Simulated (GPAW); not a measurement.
A run of GPAW 26.7.0 is set up as follows.

File run.py:

```python
import numpy as np
from ase import Atoms
from ase.dft.bandgap import bandgap
from ase.io import write
from gpaw import GPAW, PW
from gpaw.response.df import DielectricFunction

atoms = Atoms(['Bi', 'Bi', 'Se', 'Se', 'Se'],
              cell=[[2.1121279616, 1.2194376472, 9.7325442609],
                    [-2.1121279616, 1.2194376472, 9.7325442609],
                    [0.0, -2.4388752945, 9.7325442609]],
              scaled_positions=[[0.5992, 0.5992, 0.5992],
                                [0.4008, 0.4008, 0.4008],
                                [0.7883, 0.7883, 0.7883],
                                [0.2117, 0.2117, 0.2117],
                                [0.0, 0.0, 0.0]],
              pbc=True)

calc = GPAW(mode=PW(500),
            xc='PBE',
            kpts={'size': (6, 6, 6), 'gamma': True},
            occupations={'name': 'fermi-dirac', 'width': 0.001},
            nbands=39,
            convergence={'density': 1e-06},
            maxiter=150,
            txt='gpaw.txt')
atoms.calc = calc
energy = atoms.get_potential_energy()
calc.write('gs.gpw')
write('result.traj', atoms)
print(f'Energy: {energy:.6f} eV')
print('Fermi level:', round(calc.get_fermi_level(), 4), 'eV')
print(f'Gap: {bandgap(calc)[0]:.4f} eV, direct: {bandgap(calc, direct=True)[0]:.4f} eV')

for size in [(6, 6, 6)]:
    name = 'x'.join(str(n) for n in size)
    dense = calc.fixed_density(kpts={'size': size, 'gamma': True},
                               nbands=70, convergence={'bands': 64, 'eigenstates': 1e-7},
                               update_fermi_level=True, txt=f'dense-{name}.txt')
    dense.write(f'{name}.gpw', mode='all')
    df = DielectricFunction(f'{name}.gpw', frequencies=np.array([0.0]), hilbert=False, eta=0.001,
                            ecut=80, nbands=64, intraband=False, txt=f'df-{name}.txt')
    for xc in ['RPA']:
        for direction in ['x', 'y', 'z', [0, 1, 1], [1, 0, 1], [1, 1, 0]]:
            e0, e = df.get_macroscopic_dielectric_constant(xc=xc, direction=direction)
            print(f'{name} {xc} {direction}: {e0:.4f} without, {e:.4f} with local fields')
```

Potentials or basis: GPAW PAW data sets (gpaw-data 1.2.1), pw.

Command:

```bash
$ OMP_NUM_THREADS=1 python run.py
```

**Question.** Estimate the electronic dielectric tensor (diagonal).

**Answer.** 20.60, 20.60, 24.39.

**Question.** What does it give for the band gap on the k mesh?

**Answer.** 0.24 eV, direct.

Electronic dielectric tensor:
```
20.60  0.00  0.00
 0.00 20.60  0.00
 0.00  0.00 24.39
```

Caveat: the gap is small at this level, which inflates the dielectric constant; the long-wavelength limit can be off by a per cent or two; spin-orbit coupling is left out, which as a rule narrows the gap of such compounds by several tenths of an eV; the program warned that so skewed a cell can give wrong results. As with any semilocal functional, this PBE gap is likely too small.
